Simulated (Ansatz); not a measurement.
# HgTe (Coloradoite) (F-43m) in Ansatz: a series of runs

One crystal, HgTe (Coloradoite), is run at these levels: PBE; tasks: band structure, single point, equation of state.

Everything below comes from runs of Ansatz 0.2.0. Logs are shortened: lines on timing, memory, paths and dates and some standing lists are left out, and cuts for length are marked.

### Step 1. The crystal as given

The structure is cubic, space group F-43m (No. 216). Conventional cell: a = 6.429 Å, b = 6.429 Å, c = 6.429 Å, α = 90.00°, β = 90.00°, γ = 90.00°. Hg (site symmetry -43m) is surrounded by 4 Te at 2.78 Å. Te (site symmetry -43m) is surrounded by 4 Hg at 2.78 Å.

### Step 2. Band structure, PBE

input.yaml

```yaml
crystal:
  lattice:
    - [0.0, 3.2145, 3.2145]
    - [3.2145, 0.0, 3.2145]
    - [3.2145, 3.2145, 0.0]
  atoms:
    - { symbol: Hg, position: [0.0, 0.0, 0.0] }
    - { symbol: Te, position: [0.75, 0.75, 0.75] }
hamiltonian:
  xc: pbe
  pseudopotentials: { kind: paw, core: small }
kpoints:
  mp_grid: { grid: [7, 7, 7] }
  band_path:
    path:
      - [[0.0, 0.0, 0.0], [0.5, 0.0, 0.5], [0.5, 0.25, 0.75], [0.375, 0.375, 0.75], [0.0, 0.0, 0.0], [0.5, 0.5, 0.5], [0.625, 0.25, 0.625], [0.5, 0.25, 0.75], [0.5, 0.5, 0.5], [0.375, 0.375, 0.75]]
      - [[0.625, 0.25, 0.625], [0.5, 0.0, 0.5]]
    npoints: 14
scf:
  occupations: { method: fermi_dirac, width: 0.05 }
  n_extra_bands: 6
output:
  forces: true
  stress: true
  eigenvalues: true
  fatbands: false
  write_density: true
  write_potential: true
  elf: true
  volumetric_format: npy
```

Potentials or basis: Ansatz PAW.

Launch:

```
$ ansatz run input.yaml --threads 2 --pin off --max-ram 5120MiB --backend cpu --events-out ev --progress --plain --runs-dir out
```

The log of the run:

```text
Warning: RAYON_NUM_THREADS=2 ignored (pool sized by the plan → 2); use --threads N
scf.n_extra_bands = 6 over 18 filled bands (N_el = 36.0): the run solves 24 bands
Engine: ansatz 0.2.0, aarch64-unknown-linux-gnu
Pseudopotentials: kind: paw
Pseudopotential: Hg, paw, valence charge 20, recommended cutoff 420 eV (normal), Hg.paw.azcp
Pseudopotential: Te, paw, valence charge 16, recommended cutoff 420 eV (normal), Te.paw.azcp
Functional definition: PBE
  parameter kappa = 0.804
  parameter beta = 0.06672455060314922
  exchange = pbe_x(kappa = kappa, mu = beta*pi^2/3)
  correlation = pbe_c(beta = beta)
Crystal: 2 atoms, lattice volume = 66.431 Å³
Basis set: ecut = 420 eV, 1291 PW (Γ), exchange–correlation on 64×64×64 points (8 copies of the dense FFT grid, shifted against one another)
Bands: 24, of which v1, the nominal top of the filled ones, is band 18 counted from 1 (17 counted from 0)
Symmetry: 24 space group operations
Space group: F-43m (ITA 216), of the structure as read, at distance tolerance 4.1e-5 Å
k-points: 20 of 343 (time reversal used)
Non-local potential: Hg, projectors of the file, l = 0: 3, l = 1: 2, l = 2: 2, l = 3: 1
Non-local potential: Te, projectors of the file, l = 0: 2, l = 1: 2, l = 2: 2, l = 3: 2
PAW form: soft (Blöchl's): semilocal exchange-correlation on the pseudo side does not see the compensation charge
PAW one-centre angular grid: Hg, 590 points (default); XC on 64 Gauss nodes
PAW one-centre angular grid: Te, 590 points (default); XC on 64 Gauss nodes
Initial density: superposition of atomic densities (neutral atoms: chi_scale 0, normalization atom), corrected by the library's trained network
Initial wavefunctions: pseudopotential atomic-orbital guess
Functional: x = pbe(κ = 0.804, μ = 0.2195149727645171), c = pbe(β = 0.06672455060314922)
SCF iter   1: F=—  HF=-20793.654029 eV  |F-HF|=—  |Δ(HF+E_count)|=         —  Δρ=1.11e-3  dr2=1.71e-3  ethr=1.77e-3  ⟨swp⟩=6.0  Hψ=2300  notcnv=0  defer=4
preconditioner: auto → none  [insulator: Δε(μ)=0.720 eV  Ē_g=12.148 eV  σ=0.050 eV  W_gap=0.69  n_scr=14 (ndim 8)  ℏωp=19.3 eV  f_vac=0.179  D(μ)=0.08/eV (n_scr^D=0)  ε∞_Penn≈3.5]
SCF iter   2: F=—  HF=-20793.653773 eV  |F-HF|=—  |Δ(HF+E_count)|=   2.56e-4  Δρ=4.96e-4  dr2=1.88e-4  ethr=4.75e-6  ⟨swp⟩=2.5  Hψ=942  notcnv=0  defer=14
SCF iter   3: F=—  HF=-20793.653862 eV  |F-HF|=—  |Δ(HF+E_count)|=   8.87e-5  Δρ=2.22e-4  dr2=3.11e-5  ethr=5.22e-7  ⟨swp⟩=2.1  Hψ=633  notcnv=0  defer=14
SCF iter   4: F=—  HF=-20793.653913 eV  |F-HF|=—  |Δ(HF+E_count)|=   5.09e-5  Δρ=6.88e-5  dr2=2.26e-6  ethr=8.63e-8  ⟨swp⟩=2.0  Hψ=633  notcnv=0  defer=14
iter 5 did not close the SCF: its close was put off for the readings that it lacked (scf_convergence_deferred on its scf_iter line)
SCF iter   5: F=-20793.653924 eV  HF=-20793.653924 eV  |F-HF|=3.64e-7  |Δ(HF+E_count)|=   1.09e-5  Δρ=1.20e-5  dr2=6.16e-8  ethr=6.29e-9  ⟨swp⟩=2.1  Hψ=652  notcnv=0  defer=14
SCF iter   6: F=-20793.653924 eV  HF=-20793.653924 eV  |F-HF|=4.23e-9  |Δ(HF+E_count)|=   4.32e-7  Δρ=1.64e-6  dr2=1.53e-9  ethr=1.71e-10  ⟨swp⟩=11.1  Hψ=3432  notcnv=0
SCF 1 converged in 6 iterations: F = -20793.653924 eV  dr2 = 1.53e-9
NSCF: frozen V_eff on 142 k-points
SCF converged after 6 iterations
Free energy (F): -20793.653924 eV
Harris-Foulkes:  -20793.653924 eV  (|F-HF|=4.23e-9)
Internal energy: -20793.653236 eV  (E = F + TS)
E sigma→0 (E₀):  -20793.653580 eV
Entropy (-TS):   -0.000688 eV (-0.344 meV/atom)
Fermi energy:    9.045793 eV
--- Per-component energies (eV) ---
  E_band       = -764.049864
  E_kinetic    = 785.076050
  E_local      = -4768.484383  (includes V_loc(G=0)·N_el)
  E_nonlocal   = -237.975549
  E_hartree    = 2322.539079
  E_xc         = -345.113491
  E_vxc        = -367.006005  (∫ρ·V_xc dr)
  E_paw        = -14606.638083  (= ΣΔE_a)
  E_vpaw       = -820.737385  (= ΣTr[D̂ρ^β])
  E_aug_tail   = 0.000753  (compensation charges beyond the density's cutoff)
  E_ewald      = -3943.057611
  E_smearing   = -0.000688  (= −TS)
  E_closure    = 0.000000  (closes the sum)
  Σ components = -20793.653924   (vs F -20793.653924, Δ=0.00e0)
--- Forces (eV/Å), atoms counted from 1 ---
  atom   1  Hg    -0.00000000    -0.00000000    -0.00000000
  atom   2  Te     0.00000000    -0.00000000    -0.00000000
  max |Σ_I F_I| component: 9.25e-17 eV/Å
--- Stress (GPa, compression-positive) ---
        4.559456       0.000000      -0.000000
        0.000000       4.559456       0.000000
       -0.000000       0.000000       4.559456
  P = ⅓ Tr σ = 4.5595 GPa (45.595 kbar)
--- Band table (eV; the first three rows and the last of 20) ---
  k-point 0: bands = ["-105.9676", "-54.4258", "-54.4258", "-54.4258", "-27.7772", "-27.7772", "-27.7772", "-27.7685", "-27.7685", "-3.0988", "1.5572", "1.5572", "1.5572", "2.1072", "2.1072", "8.3255", "9.0052", "9.0052", "9.0052", "13.2219", "13.2219", "13.2219", "15.4704", "18.7363"]
  k-point 1: bands = ["-105.9676", "-54.4258", "-54.4258", "-54.4258", "-27.7773", "-27.7772", "-27.7772", "-27.7685", "-27.7685", "-2.9959", "1.5856", "1.5856", "1.5963", "2.1046", "2.1046", "6.9393", "8.7752", "8.7752", "9.7620", "13.1939", "13.5209", "13.5209", "16.5872", "17.7190"]
  k-point 2: bands = ["-105.9676", "-54.4259", "-54.4258", "-54.4258", "-27.7775", "-27.7771", "-27.7771", "-27.7684", "-27.7684", "-2.7506", "1.6434", "1.6434", "1.7871", "2.1086", "2.1086", "5.1680", "8.3351", "8.3351", "9.8665", "13.9487", "13.9487", "14.3137", "16.6619", "17.6769"]
  k-point 19: bands = ["-105.9676", "-54.4259", "-54.4259", "-54.4258", "-27.7777", "-27.7772", "-27.7768", "-27.7685", "-27.7682", "-2.3166", "1.7712", "1.8298", "2.0373", "2.0935", "2.6861", "3.4614", "6.0592", "6.7904", "11.8571", "13.4390", "14.6851", "15.5957", "17.7467", "19.1779"]
```

Run time: 7 s. Hardware: 2 threads of Arm Neoverse V1, shared host; peak memory 0.39 GiB.

What came out:

- Free energy: -20793.6539 eV
- Pressure: 4.6 GPa
- Band gap on the k mesh: none (metal or under the smearing width)

Levels at the corners of the path, in eV from the Fermi level:
```tsv
point	band 15	band 16	band 17	band 18	band 19	band 20	band 21	band 22
Γ	-6.94	-0.72	-0.04	-0.04	-0.04	4.18	4.18	4.18
X	-6.46	-5.56	-2.38	-2.38	1.86	2.41	8.21	8.91
W	-6.29	-5.66	-2.79	-2.66	3.12	4.58	5.26	6.13
K	-6.38	-5.59	-3.04	-1.98	2.21	3.98	7.01	7.18
Γ	-6.94	-0.72	-0.04	-0.04	-0.04	4.18	4.18	4.18
L	-6.62	-5.63	-1.06	-1.06	0.67	5.00	5.00	6.79
U	-6.38	-5.59	-3.04	-1.98	2.21	3.98	7.01	7.18
W	-6.29	-5.66	-2.79	-2.66	3.12	4.58	5.26	6.13
L	-6.62	-5.63	-1.06	-1.06	0.67	5.00	5.00	6.79
K	-6.38	-5.59	-3.04	-1.98	2.21	3.98	7.01	7.18
U	-6.38	-5.59	-3.04	-1.98	2.21	3.98	7.01	7.18
X	-6.46	-5.56	-2.38	-2.38	1.86	2.41	8.21	8.91
```

Caveat: spin-orbit coupling is left out, which moves the levels of the heavy elements.

### Step 3. Single point, PBE, 31.22 Å³/atom (volume scaled by 0.94)

input.yaml

```yaml
crystal:
  lattice:
    - [0.0, 3.1488795465, 3.1488795465]
    - [3.1488795465, 0.0, 3.1488795465]
    - [3.1488795465, 3.1488795465, 0.0]
  atoms:
    - { symbol: Hg, position: [0.0, 0.0, 0.0] }
    - { symbol: Te, position: [0.75, 0.75, 0.75] }
hamiltonian:
  xc: pbe
  pseudopotentials: { kind: paw, source: jth }
kpoints:
  mp_grid: { grid: [7, 7, 7] }
scf:
  occupations: { method: fermi_dirac, width: 0.05 }
output:
  forces: true
  stress: true
  eigenvalues: true
```

Potentials or basis: JTH PAW.

Launch:

```
$ ansatz run input.yaml --threads 2 --pin off --max-ram 5120MiB --backend cpu --events-out ev --progress --plain --runs-dir out
```

The log of the run:

```text
Warning: the checks of this Hg dataset prove no rule for summing its radial tables, as where they were carried onto another mesh than they were made on, and Gregory's rule is taken, under which a leading mesh point left out moves its sums only by what lay on the interval it spanned. That does not make them correct, and they differ from Quantum ESPRESSO's on this file; a re-export a fraction of a mesh step off can move them. hamiltonian.pseudopotentials.radial_quadrature: simpson_from_first_knot sums it by `pw.x`'s rule; on a PAW file no value gives `pw.x`'s numbers. What more to know: hamiltonian.pseudopotentials.radial_quadrature, in the input reference
Warning: the checks of this Te dataset prove no rule for summing its radial tables, as where they were carried onto another mesh than they were made on, and Gregory's rule is taken, under which a leading mesh point left out moves its sums only by what lay on the interval it spanned. That does not make them correct, and they differ from Quantum ESPRESSO's on this file; a re-export a fraction of a mesh step off can move them. hamiltonian.pseudopotentials.radial_quadrature: simpson_from_first_knot sums it by `pw.x`'s rule; on a PAW file no value gives `pw.x`'s numbers. What more to know: hamiltonian.pseudopotentials.radial_quadrature, in the input reference
Warning: RAYON_NUM_THREADS=2 ignored (pool sized by the plan → 2); use --threads N
[... 2 set-up lines as earlier in the session ...]
Pseudopotential: Hg, paw, valence charge 12, recommended cutoff 870 eV (normal), Hg.paw.azcp
Pseudopotential: Te, paw, valence charge 6, recommended cutoff 540 eV (normal), Te.paw.azcp
[... 5 set-up lines as earlier in the session ...]
Crystal: 2 atoms, lattice volume = 62.445 Å³
Basis set: ecut = 870 eV, 3695 PW (Γ), exchange–correlation on 90×90×90 points (8 copies of the dense FFT grid, shifted against one another)
Bands: 13, of which v1, the nominal top of the filled ones, is band 9 counted from 1 (8 counted from 0)
[... 1 set-up line as earlier in the session ...]
Space group: F-43m (ITA 216), of the structure as read, at distance tolerance 4.0e-5 Å
k-points: 20 of 343 (time reversal used)
Non-local potential: Hg, projectors of the file, l = 0: 2, l = 1: 2, l = 2: 2
Non-local potential: Te, projectors of the file, l = 0: 2, l = 1: 2
[... 2 set-up lines as earlier in the session ...]
PAW one-centre angular grid: Te, 110 points (default); XC on 64 Gauss nodes
Initial density: superposition of atomic densities (chi_scale 0.1, normalization cell, long waves kept (reshape's long-wave potential 0.00 eV rms))
[... 2 set-up lines as earlier in the session ...]
SCF iter   1: F=—  HF=-15885.710930 eV  |F-HF|=—  |Δ(HF+E_count)|=         —  Δρ=2.26e-2  dr2=4.69e-1  ethr=3.10e-3  ⟨swp⟩=11.2  Hψ=2775  notcnv=0
preconditioner: auto → none  [insulator: Δε(μ)=0.843 eV  Ē_g=10.669 eV  σ=0.050 eV  W_gap=0.68  n_scr=14 (ndim 8)  ℏωp=19.9 eV  f_vac=0.009  D(μ)=0.08/eV (n_scr^D=0)  ε∞_Penn≈4.5]
SCF iter   2: F=—  HF=-15885.580757 eV  |F-HF|=—  |Δ(HF+E_count)|=   1.30e-1  Δρ=9.40e-3  dr2=3.48e-2  ethr=2.60e-3  ⟨swp⟩=3.8  Hψ=696  notcnv=0
SCF iter   3: F=—  HF=-15885.568830 eV  |F-HF|=—  |Δ(HF+E_count)|=   1.19e-2  Δρ=4.78e-3  dr2=8.27e-3  ethr=1.94e-4  ⟨swp⟩=3.0  Hψ=696  notcnv=0
SCF iter   4: F=—  HF=-15885.568126 eV  |F-HF|=—  |Δ(HF+E_count)|=   7.03e-4  Δρ=1.01e-3  dr2=4.53e-4  ethr=4.59e-5  ⟨swp⟩=2.6  Hψ=432  notcnv=0
SCF iter   5: F=—  HF=-15885.568139 eV  |F-HF|=—  |Δ(HF+E_count)|=   1.32e-5  Δρ=1.83e-4  dr2=1.72e-5  ethr=2.51e-6  ⟨swp⟩=2.1  Hψ=367  notcnv=0
SCF iter   6: F=—  HF=-15885.568145 eV  |F-HF|=—  |Δ(HF+E_count)|=   5.45e-6  Δρ=7.91e-5  dr2=1.17e-6  ethr=9.55e-8  ⟨swp⟩=2.5  Hψ=480  notcnv=0
SCF iter   7: F=-15885.568145 eV  HF=-15885.568145 eV  |F-HF|=7.34e-8  |Δ(HF+E_count)|=   3.32e-7  Δρ=1.28e-5  dr2=9.80e-8  ethr=5.56e-10  ⟨swp⟩=11.3  Hψ=2095  notcnv=0
SCF 1 converged in 7 iterations: F = -15885.568145 eV  dr2 = 9.80e-8
SCF converged after 7 iterations
Free energy (F): -15885.568145 eV
Harris-Foulkes:  -15885.568145 eV  (|F-HF|=7.34e-8)
Internal energy: -15885.567511 eV  (E = F + TS)
E sigma→0 (E₀):  -15885.567828 eV
Entropy (-TS):   -0.000634 eV (-0.317 meV/atom)
Fermi energy:    7.524615 eV
--- Per-component energies (eV) ---
  E_band       = 19.379227
  E_kinetic    = 352.270796
  E_local      = -758.506024  (includes V_loc(G=0)·N_el)
  E_nonlocal   = 95.753746
  E_hartree    = 338.283971
  E_xc         = -200.048183
  E_vxc        = -190.758321  (∫ρ·V_xc dr)
  E_paw        = -14637.818395  (= ΣΔE_a)
  E_vpaw       = -155.939672  (= ΣTr[D̂ρ^β])
  E_aug_tail   = 0.000040  (compensation charges beyond the density's cutoff)
  E_ewald      = -1075.503461
  E_smearing   = -0.000634  (= −TS)
  E_closure    = -0.000000  (closes the sum)
  Σ components = -15885.568145   (vs F -15885.568145, Δ=0.00e0)
--- Forces (eV/Å), atoms counted from 1 ---
  atom   1  Hg    -0.00000000    -0.00000000    -0.00000000
  atom   2  Te    -0.00000000     0.00000000     0.00000000
  max |Σ_I F_I| component: 9.62e-16 eV/Å
--- Stress (GPa, compression-positive) ---
        8.971051       0.000000       0.000000
        0.000000       8.971051      -0.000000
        0.000000      -0.000000       8.971051
  P = ⅓ Tr σ = 8.9711 GPa (89.711 kbar)
--- Band table (eV; the first three rows and the last of 20) ---
  k-point 0: bands = ["-5.1043", "-0.3421", "-0.3421", "-0.3421", "0.2853", "0.2853", "6.9832", "7.4869", "7.4869", "7.4869", "11.6177", "11.6177", "11.6177"]
  k-point 1: bands = ["-4.9886", "-0.3093", "-0.3093", "-0.3046", "0.2830", "0.2830", "5.3952", "7.2229", "7.2229", "8.3303", "11.6543", "11.9579", "11.9579"]
  k-point 2: bands = ["-4.7114", "-0.2435", "-0.2435", "-0.1064", "0.2909", "0.2909", "3.4509", "6.7267", "6.7267", "8.3762", "12.4227", "12.4227", "12.9173"]
  k-point 19: bands = ["-4.2169", "-0.1034", "-0.0277", "0.2039", "0.2745", "0.9533", "1.5768", "4.1919", "5.0080", "10.4359", "11.9245", "13.2636", "14.1424"]
```

Wall time 2.6 s (2 threads of Arm Neoverse V1, shared host); peak memory 0.38 GiB.

What came out:

```yaml
Free_energy: -15885.5681 eV
Pressure: 9.0 GPa
Band_gap_on_the_k_mesh: none (metal or under the smearing width)
```

(Part 1 of 2 ends here.)
